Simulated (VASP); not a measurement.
Crystal: BaS.

```
Ba S
1.0
     0.00000    3.19375    3.19375
     3.19375    0.00000    3.19375
     3.19375    3.19375    0.00000
Ba S
1 1
Direct
  0.00000 0.00000 0.00000
  0.50000 0.50000 0.50000
```

* Program: VASP 6.6.1
* Task: relaxation of cell and atoms
* Functional: revPBE
* Potentials or basis: VASP PAW PBE potentials, release 64 (Ba_sv, S)
* Cutoff: 600 eV
* k mesh: 7 × 7 × 7
* Occupations: fermi-dirac, width 0.05 eV
* Spin: no spin polarisation

At the start: pressure 2.6 GPa; volume 32.58 Å³/atom.

How do energy, volume and symmetry change on relaxing?

Over 3 steps the energy falls by 15.6 meV/atom and the volume is 34.59 Å³/atom (+6.2 %); space group Fm-3m (No. 225, to 0.05 Å).

Step by step:
```csv
step,energy change (eV),largest force (eV/Å),pressure (GPa),volume (Å³)
1,0.0000,0.0000,2.61,65.15
2,-0.0292,0.0000,-0.57,70.29
3,-0.0312,0.0000,0.01,69.19
```

Final structure:
```yaml
crystal:
  lattice:
    - [0.00000, 3.25835, 3.25835]
    - [3.25835, 0.00000, 3.25835]
    - [3.25835, 3.25835, 0.00000]
  atoms:
    - { symbol: Ba, position: [0.00000, 0.00000, 0.00000] }
    - { symbol: S, position: [0.50000, 0.50000, 0.50000] }
```

Caveat: the PAW data sets were made with another functional, which shifts forces and pressure a little.
